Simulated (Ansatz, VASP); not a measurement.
# One calculation of GaSb, two programs

```xyz
2
Lattice="0.0000 3.0590 3.0590 3.0590 0.0000 3.0590 3.0590 3.0590 0.0000" Properties=species:S:1:pos:R:3 pbc="T T T"
Sb    4.5885    4.5885    4.5885
Ga    0.0000    0.0000    0.0000
```

Alike in both runs: task single point; functional PBE; k mesh 8 × 8 × 8; occupations gaussian, width 0.018 eV; no spin polarisation.

|  | VASP | Ansatz |
| --- | --- | --- |
| version | VASP 6.6.1 | Ansatz 0.2.0 |
| potentials or method | VASP PAW PBE potentials, release 64 (Sb, Ga_d), cutoff 520 eV | all-electron LAPW, scalar-relativistic |

Ansatz gave:

| Item | Value |
| --- | --- |
| gap on the k mesh at the Fermi level (eV) | 0.04 |
| least direct gap on the mesh (eV) | 0.04 |
| pressure (GPa) | 2.3 |

Question: Which values does VASP return?

Answer: gap on the k mesh at the Fermi level (eV): 0.04; least direct gap on the mesh (eV): 0.04; pressure (GPa): 2.4.

Ansatz ran all-electron here, so the differences hold the error of VASP's frozen core and of both bases.

Caveats: spin-orbit coupling is left out, which moves the levels of the heavy elements.
